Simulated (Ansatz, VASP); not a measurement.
Given: the input of a run of VASP 6.6.1 on GaN.

INCAR

```
  PREC = Accurate
  ENCUT = 520
  EDIFF = 1E-6
  ISMEAR = -1
  SIGMA = 0.05
  LREAL = False
  LASPH = True
  NELM = 100
  ALGO = Normal
  ISIF = 2
  LWAVE = False
  LCHARG = True
  LELF = True
  LVHAR = True
  NBANDS = 16
```

File KPOINTS:

```
regular mesh
0
Gamma
  11 11 11
```

File POSCAR:

```
GaN
1.0
    0.0000000000      2.1633334196      2.1633334196
    2.1633334196      0.0000000000      2.1633334196
    2.1633334196      2.1633334196      0.0000000000
Ga N
1 1
Direct
    0.0000000000      0.0000000000      0.0000000000
    0.5000000000      0.5000000000      0.5000000000
```

Potentials or basis: VASP PAW LDA potentials, release 64 (Ga_d, N).

The run is started by

```sh
$ cat potpaw_LDA.64/Ga_d/POTCAR potpaw_LDA.64/N/POTCAR > POTCAR
$ mpirun -np 1 vasp_std > vasp.out
```

Problem. Translate it to Ansatz 0.2.0. Potentials there: all-electron LAPW, scalar-relativistic.

Solution. As run (the cutoff follows the program's own potentials):

Contents of input.yaml:

```yaml
crystal:
  lattice:
    - [0.0, 2.1633334196, 2.1633334196]
    - [2.1633334196, 0.0, 2.1633334196]
    - [2.1633334196, 2.1633334196, 0.0]
  atoms:
    - { symbol: Ga, position: [0.0, 0.0, 0.0] }
    - { symbol: "N", position: [0.5, 0.5, 0.5] }
kpoints:
  mp_grid: { grid: [11, 11, 11] }
scf:
  occupations: { method: fermi_dirac, width: 0.05 }
hamiltonian:
  xc: lda
  pseudopotentials: { kind: all_electron, lapw: { basis_error: 0.001 } }
output:
  forces: true
  stress: true
  eigenvalues: true
```

Potentials or basis: all-electron LAPW, scalar-relativistic.

Command:

```console
$ ansatz run input.yaml --threads 1 --pin off --max-ram 3072MiB --backend cpu --events-out ev --progress --plain --runs-dir out
```

Both were run:

|  | VASP | Ansatz | Ansatz less VASP |
| --- | --- | --- | --- |
| gap on the k mesh at the Fermi level (eV) | 0.14 | 0.11 | -0.025 |
| least direct gap on the mesh (eV) | 1.98 | 1.96 | -0.023 |
| pressure (GPa) | -19.0 | -19.8 | -0.79 |

Ansatz ran all-electron here, so the differences hold the error of VASP's frozen core and of both bases.

Caveats: an odd mesh through Γ misses points on the zone boundary, where band edges often lie; so large a pressure means that the cell lies far from this level's equilibrium, or that cutoff or potentials fall short (VASP).
